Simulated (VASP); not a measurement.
A run of VASP 6.6.1 is set up as follows.

File INCAR:

```
  ALGO = Normal
  EDIFF = 1E-6
  ENCUT = 520
  ISIF = 2
  ISMEAR = 0
  KPAR = 4
  LASPH = True
  LCHARG = False
  LMIXTAU = True
  LREAL = False
  LWAVE = False
  METAGGA = R2SCAN
  NELM = 150
  PREC = Accurate
  SIGMA = 0.1
```

The input KPOINTS:

```
k-points
0
Gamma
  4 4 10
```

File POSCAR:

```
GeSb2Te4
1.0
    8.2776000000      0.0000000000      0.0000000000
    0.0000000000      8.2776000000      0.0000000000
    0.0000000000      0.0000000000      3.1650600000
Ge Sb Te
1 2 4
Direct
    0.0000000000      0.0000000000      0.0000000000
    0.0000000000      0.5000000000      0.5000000000
    0.5000000000      0.0000000000      0.5000000000
    0.7451420000      0.7451420000      0.0000000000
    0.2548580000      0.2548580000      0.0000000000
    0.7451420000      0.2548580000      0.0000000000
    0.2548580000      0.7451420000      0.0000000000
```

Potentials or basis: VASP PAW PBE potentials, release 64 (Ge_d, Sb, Te).

The run is started by

```sh
$ cat potpaw_PBE.64/Ge_d/POTCAR potpaw_PBE.64/Sb/POTCAR potpaw_PBE.64/Te/POTCAR > POTCAR
$ mpirun -np 4 vasp_std > vasp.out
```

(1) Predict the band gap on the k mesh.

(2) Predict the pressure.

(3) Estimate the largest force.

Answers

(1) none (metal or under the smearing width).

(2) -0.7 GPa.

(3) 0.071 eV/Å.

Caveat: the PAW data sets were made with another functional, which shifts forces and pressure a little.
